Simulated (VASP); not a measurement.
# MgO (Fm-3m) in VASP: a series of runs

Runs on MgO. Level: PBEsol. Tasks: relaxation of cell and atoms.

Program: VASP 6.6.1. These are calculated values, not measurements. Logs are shortened: lines on timing, memory, paths and dates and some standing lists are left out, and cuts for length are marked.

## (1) The crystal as given

It takes space group Fm-3m (No. 225, cubic). The conventional cell has a = 4.217 Å, b = 4.217 Å, c = 4.217 Å, α = 90.00°, β = 90.00°, γ = 90.00°. Around Mg (site symmetry m-3m) lie 6 O at 2.11 Å. O (site symmetry m-3m) has 6 Mg at 2.11 Å as nearest neighbours.

The cell was built by a generator and needn't be a form met in nature.

## (2) Relaxation of cell and atoms, PBEsol

Contents of INCAR:

```
SYSTEM = MgO
PREC = Accurate
ENCUT = 600
EDIFF = 1E-6
ISMEAR = 0
SIGMA = 0.03
LREAL = .FALSE.
LASPH = .TRUE.
NELM = 80
ALGO = Normal
ISIF = 3
LWAVE = .FALSE.
LCHARG = .FALSE.
GGA = PS
IBRION = 2
NSW = 90
EDIFFG = -0.01
```

Contents of KPOINTS:

```
regular mesh
0
G
  14 14 14
  0 0 0
```

Contents of POSCAR:

```
MgO
1.0
    0.0000000000      2.1085000000      2.1085000000
    2.1085000000      0.0000000000      2.1085000000
    2.1085000000      2.1085000000      0.0000000000
Mg O
1 1
Direct
    0.0000000000      0.0000000000      0.0000000000
    0.5000000000      0.5000000000      0.5000000000
```

Potentials or basis: VASP PAW PBE potentials, release 64 (Mg, O).

Run with:

```console
$ cat potpaw_PBE.64/Mg/POTCAR potpaw_PBE.64/O/POTCAR > POTCAR
$ mpirun -np 1 vasp_std > vasp.out
```

OUTCAR:

```text
SYSTEM = MgO
   PREC = Accurate
   ENCUT = 600
   EDIFF = 1E-6
   ISMEAR = 0
   LREAL = .FALSE.
   LASPH = .TRUE.
   NELM = 80
   ISIF = 3
   GGA = PS
   IBRION = 2
   NSW = 90
   EDIFFG = -0.01

 ion  position               nearest neighbor table
   1  0.000  0.000  0.000-   2 2.11   2 2.11   2 2.11   2 2.11   2 2.11   2 2.11
   2  0.500  0.500  0.500-   1 2.11   1 2.11   1 2.11   1 2.11   1 2.11   1 2.11

  LATTYP: Found a face centered cubic cell.
 ALAT       =     4.2170000000

  Lattice vectors:

 A1 = (   0.0000000000,   2.1085000000,   2.1085000000)
 A2 = (   2.1085000000,   0.0000000000,   2.1085000000)
 A3 = (   2.1085000000,   2.1085000000,   0.0000000000)

Analysis of symmetry for initial positions (statically):
=====================================================================
 Subroutine PRICEL returns:
 Original cell was already a primitive cell.

 Routine SETGRP: Setting up the symmetry group for a
 face centered cubic supercell.

 Subroutine GETGRP returns: Found 48 space group operations
 (whereof 48 operations were pure point group operations)
 out of a pool of 48 trial point group operations.

The static configuration has the point symmetry O_h .

Analysis of symmetry for dynamics (positions and initial velocities):
=====================================================================
 Subroutine PRICEL returns:
 Original cell was already a primitive cell.

 Routine SETGRP: Setting up the symmetry group for a
 face centered cubic supercell.

 Subroutine GETGRP returns: Found 48 space group operations
 (whereof 48 operations were pure point group operations)
 out of a pool of 48 trial point group operations.

The dynamic configuration has the point symmetry O_h .

 Subroutine INISYM returns: Found 48 space group operations
 (whereof 48 operations are pure point group operations),
 and found     1 'primitive' translations

----------------------------------------------------------------------------------------

                                     Primitive cell

  volume of cell :      18.7478

  direct lattice vectors                    reciprocal lattice vectors
     0.000000000  2.108500000  2.108500000    -0.237135404  0.237135404  0.237135404
     2.108500000  0.000000000  2.108500000     0.237135404 -0.237135404  0.237135404
     2.108500000  2.108500000  0.000000000     0.237135404  0.237135404 -0.237135404

  length of vectors
     2.981869296  2.981869296  2.981869296     0.410730569  0.410730569  0.410730569

  position of ions in fractional coordinates (direct lattice)
     0.000000000  0.000000000  0.000000000
     0.500000000  0.500000000  0.500000000

  ion indices of the primitive-cell ions
   primitive index   ion index
                 1           1
                 2           2

----------------------------------------------------------------------------------------

 KPOINTS: regular mesh

Automatic generation of k-mesh.
 Grid dimensions read from file:
 generate k-points for:   14   14   14

 Generating k-lattice:

  Cartesian coordinates                     Fractional coordinates (reciprocal lattice)
    -0.016938243  0.016938243  0.016938243     0.071428571  0.000000000  0.000000000
     0.016938243 -0.016938243  0.016938243     0.000000000  0.071428571  0.000000000
     0.016938243  0.016938243 -0.016938243     0.000000000  0.000000000  0.071428571

  Length of vectors
     0.029337898  0.029337898  0.029337898

  Shift w.r.t. Gamma in fractional coordinates (k-lattice)
     0.000000000  0.000000000  0.000000000

 Subroutine IBZKPT returns following result:
 ===========================================

 Found    104 irreducible k-points:

 Following reciprocal coordinates:
            Coordinates               Weight
  0.000000  0.000000  0.000000      1.000000
  0.071429  0.000000  0.000000      8.000000
  0.142857  0.000000  0.000000      8.000000
  0.214286  0.000000  0.000000      8.000000
  0.285714  0.000000  0.000000      8.000000
  0.357143  0.000000  0.000000      8.000000
[... 16 lines left out ...]
  0.214286  0.142857  0.000000     24.000000
  0.285714  0.142857  0.000000     24.000000
 [... further k-points ...]
   k-points           NKPTS =    104   k-points in BZ     NKDIM =    104   number of bands    NBANDS=      8
   number of dos      NEDOS =    301   number of ions     NIONS =      2
   total plane-waves  NPLWV =  13824
   dimension x,y,z NGX =    24 NGY =   24 NGZ =   24
   dimension x,y,z NGXF=    48 NGYF=   48 NGZF=   48
   ions per type =               1   1
   NGX,Y,Z   is equivalent  to a cutoff of  13.38, 13.38, 13.38 a.u.
   NGXF,Y,Z  is equivalent  to a cutoff of  26.76, 26.76, 26.76 a.u.
 SYSTEM =  MgO
   PREC   = accura    normal or accurate (medium, high low for compatibility)
   ISTART =      0    job   : 0-new  1-cont  2-samecut
   ICHARG =      2    charge: 1-file 2-atom 10-const
   ISPIN  =      1    spin polarized calculation?
   LNONCOLLINEAR =      F non collinear calculations
   LSORBIT =      F    spin-orbit coupling
   LASPH  =      T    aspherical Exc in radial PAW
   ENCUT  =  600.0 eV  44.10 Ry    6.64 a.u.   5.96  5.96  5.96*2*pi/ulx,y,z
   NELM   =     80;   NELMIN=  2; NELMDL= -5     # of ELM steps
   EDIFF  = 0.1E-05   stopping-criterion for ELM
   LREAL  =      F    real-space projection
   EDIFFG = -.1E-01   stopping-criterion for IOM
   NSW    =     90    number of steps for IOM
   IBRION =      2    ionic relax: 0-MD 1-quasi-New 2-CG
   NFREE  =      1    steps in history (QN), initial steepest desc. (CG)
   ISIF   =      3    stress and relaxation
   ISYM   =      2    0-nonsym 1-usesym 2-fastsym
   POTIM  = 0.5000    time-step for ionic-motion
   TEBEG  =    0.0;   TEEND  =   0.0 temperature during run
   PSTRESS=    0.0 pullay stress
   NELECT =       8.0000    total number of electrons
   NUPDOWN=      -1.0000    fix difference up-down
   EMIN   =  10.00;   EMAX   =-10.00  energy-range for DOS
   EFERMI =   0.00;   METHOD = LEGACY
   ISMEAR =     0;   SIGMA  =   0.03  broadening in eV -4-tet -1-fermi 0-gaus
   EFERMI_NEDOS =   21; number of points for ismear=-14 and -15
   IALGO  =     38    algorithm
   IMIX   =      4    mixing-type and parameters
     AMIX     =   0.40;   BMIX     =  1.00
     AMIX_MAG =   1.60;   BMIX_MAG =  1.00
  volume/ion in A,a.u.               =       9.37        63.26
  Fermi-wavevector in a.u.,A,eV,Ry     =   1.232503  2.329092 20.668107  1.519063
  Thomas-Fermi vector in A             =   2.367270
   LORBIT       =      0    0 simple, 1 ext, 2 COOP (PROOUT), +10 PAW based schemes
   GGA     = PS    functional components
   LHFCALC =     F    Hartree Fock is set to
   AEXX    =    0.0000 exact exchange contribution
   IVDW    =     0    specifies the selected vdW correction
   LEPSILON=     F    determine dielectric tensor
   LRPA    =     F    only Hartree local field effects (RPA)
 conjugate gradient relaxation of ions
 non-spin polarized calculation
 Gauss-broadening in eV      SIGMA  =   0.03
  energy-cutoff  :      600.00
  volume of cell :       18.75
 maximum number of plane-waves:       637
   NGX = 11   NGY = 11   NGZ = 11

--------------------------------------- Ionic step        1  -------------------------------------------

 number of electron       8.0000005 magnetization

 Free energy of the ion-electron system (eV)
  ---------------------------------------------------
  ext. energy  EPLUGINS =         0.00000000
  ---------------------------------------------------
  free energy    TOTEN  =       -12.51528910 eV

  energy without entropy =      -12.51528910  energy(sigma->0) =      -12.51528910

------------------------ aborting loop because EDIFF is reached ----------------------------------------

  FORCE on cell =-STRESS in cart. coord.  units (eV):
  Direction    XX          YY          ZZ          XY          YZ          ZX
  --------------------------------------------------------------------------------------
  -------------------------------------------------------------------------------------
  Total       -0.1221423     -0.1221423     -0.1221423      0.0000000     -0.0000000      0.0000000
  in kB      -10.4382067    -10.4382067    -10.4382067      0.0000000     -0.0000000      0.0000000
  external PRESSURE =     -10.4382067 kB  Pullay stress =       0.0000000 kB
[... 57 lines left out ...]
  energy  without entropy=      -12.5156363655  energy(sigma->0) =      -12.51563637

--------------------------------------- Ionic step        3  -------------------------------------------

 number of electron       8.0000005 magnetization

 Free energy of the ion-electron system (eV)
  ---------------------------------------------------
  ext. energy  EPLUGINS =         0.00000000
  ---------------------------------------------------
  free energy    TOTEN  =       -12.51568630 eV

  energy without entropy =      -12.51568630  energy(sigma->0) =      -12.51568630

 E-fermi :   3.2760     XC(G=0): -11.3245

 val. band max:        3.0879219596   @ k =   0.0000   0.0000   0.0000
 cond. band min:       7.7526926562   @ k =   0.0000   0.0000   0.0000
 fundamental gap:      4.6647706965
 Fermi energy:         3.2759922176

 k-point     1 :       0.0000    0.0000    0.0000
  band No.  band energies     occupation
      1     -14.1327      2.00000
      2       3.0879      2.00000
      3       3.0879      2.00000
      4       3.0879      2.00000
      5       7.7527      0.00000
      6      18.7389      0.00000
      7      18.7389      0.00000
      8      18.7389      0.00000
[... 243 lines left out ...]
 k-point    24 :       0.2857    0.1429    0.0000
  band No.  band energies     occupation
      1     -13.4293      2.00000
      2       0.4030      2.00000
      3       2.4390      2.00000
      4       2.4923      2.00000
      5      10.7333      0.00000
      6      14.8228      0.00000
      7      18.9723      0.00000
      8      19.9746      0.00000

 [... further k-points ...]

------------------------ aborting loop because EDIFF is reached ----------------------------------------

  FORCE on cell =-STRESS in cart. coord.  units (eV):
  Direction    XX          YY          ZZ          XY          YZ          ZX
  --------------------------------------------------------------------------------------
  -------------------------------------------------------------------------------------
  Total        0.0001044      0.0001044      0.0001044     -0.0000000      0.0000000     -0.0000000
  in kB        0.0089829      0.0089829      0.0089829     -0.0000000      0.0000000     -0.0000000
  external PRESSURE =       0.0089829 kB  Pullay stress =       0.0000000 kB
[... 17 lines left out ...]
  FREE ENERGIE OF THE ION-ELECTRON SYSTEM (eV)
  ---------------------------------------------------
  free  energy   TOTEN  =       -12.5156862965 eV

  energy  without entropy=      -12.5156862965  energy(sigma->0) =      -12.51568630

 reached required accuracy - stopping structural energy minimisation
```

Wall time 22 s (1 thread of Intel Xeon Platinum 8259CL at 2.50GHz (Skylake/Cascade Lake), shared host); peak memory 0.16 GiB.

Results:

```
Free energy                            : -12.5157 eV
Relaxed volume                         : 9.31 Å³/atom
Relaxed cell                           : a = 2.975 Å, b = 2.975 Å, c = 2.975 Å, α = 60.00°, β = 60.00°, γ = 60.00°
Space group after relaxing (to 0.05 Å) : Fm-3m (No. 225)
Energy gained by relaxing              : 0.2 meV/atom
Ionic steps                            : 3
Pressure after relaxing                : 0.0 GPa
Band gap on the k mesh                 : 4.66 eV, direct
```

The path:
| step | energy change (eV) | largest force (eV/Å) | pressure (GPa) | volume (Å³) |
| --- | --- | --- | --- | --- |
| 1 | 0.0000 | 0.0000 | -1.04 | 18.75 |
| 2 | -0.0003 | 0.0000 | 0.38 | 18.58 |
| 3 | -0.0004 | 0.0000 | 0.00 | 18.63 |

Final structure:
```
CELL_PARAMETERS angstrom
0.00000 2.10392 2.10392
2.10392 0.00000 2.10392
2.10392 2.10392 0.00000
ATOMIC_POSITIONS crystal
Mg 0.00000 0.00000 0.00000
O 0.50000 0.50000 0.50000
```

Caveat: the PAW data sets were made with another functional, which shifts forces and pressure a little. A k mesh can miss the band edges.

## (3) Relaxation of cell and atoms, PBEsol

This run uses another cell than the first one, of 9.31 Å³/atom, 0.994 times its volume.

INCAR: that of step 2 with these lines changed.

```diff
@@ -3,3 +3,3 @@
 ENCUT = 600
-EDIFF = 1E-6
+EDIFF = 1E-7
 ISMEAR = 0
@@ -16,2 +16,2 @@
 NSW = 90
-EDIFFG = -0.01
+EDIFFG = -0.005
```

KPOINTS is that of step 2.

Contents of POSCAR:

```
MgO                                     
1.0
    0.0000000000      2.1039238760      2.1039238760
    2.1039238760     -0.0000000000      2.1039238760
    2.1039238760      2.1039238760      0.0000000000
  Mg              O             
     1     1
Direct
     0.0000000000000000    0.0000000000000000    0.0000000000000000
     0.5000000000000000    0.5000000000000000    0.5000000000000000
```

Potentials or basis: VASP PAW PBE potentials, release 64 (Mg, O).

Run with:

```console
$ cat potpaw_PBE.64/Mg/POTCAR potpaw_PBE.64/O/POTCAR > POTCAR
$ mpirun -np 1 vasp_std > vasp.out
```

Run time: 17 s. Hardware: 1 thread of Intel Xeon Platinum 8259CL at 2.50GHz (Skylake/Cascade Lake), shared host; peak memory 0.15 GiB.

The run converged. Its results:

* Free energy: -12.5154 eV
* Pressure after relaxing: 0.0 GPa
* Band gap on the k mesh: 4.66 eV, direct

Final structure:
```
Mg O
1.0
     0.00000    2.10392    2.10392
     2.10392    0.00000    2.10392
     2.10392    2.10392    0.00000
Mg O
1 1
Direct
  0.00000 0.00000 0.00000
  0.50000 0.50000 0.50000
```

Levels at points of the mesh, in eV from the valence-band top:
| k point | band 1 | band 2 | band 3 | band 4 | band 5 | band 6 | band 7 | band 8 |
| --- | --- | --- | --- | --- | --- | --- | --- | --- |
| (0.00, 0.00, 0.00) | -17.22 | 0.00 | 0.00 | 0.00 | 4.66 | 15.65 | 15.65 | 15.65 |
| (0.50, 0.00, 0.00) | -15.90 | -4.69 | -0.67 | -0.67 | 7.77 | 12.54 | 16.21 | 16.21 |
| (0.50, 0.50, 0.00) | -15.63 | -4.16 | -1.37 | -1.37 | 8.93 | 9.91 | 13.00 | 18.89 |

Caveat: the relaxation stopped at its first step, so nothing moved; the PAW data sets were made with another functional, which shifts forces and pressure a little. A k mesh can miss the band edges.
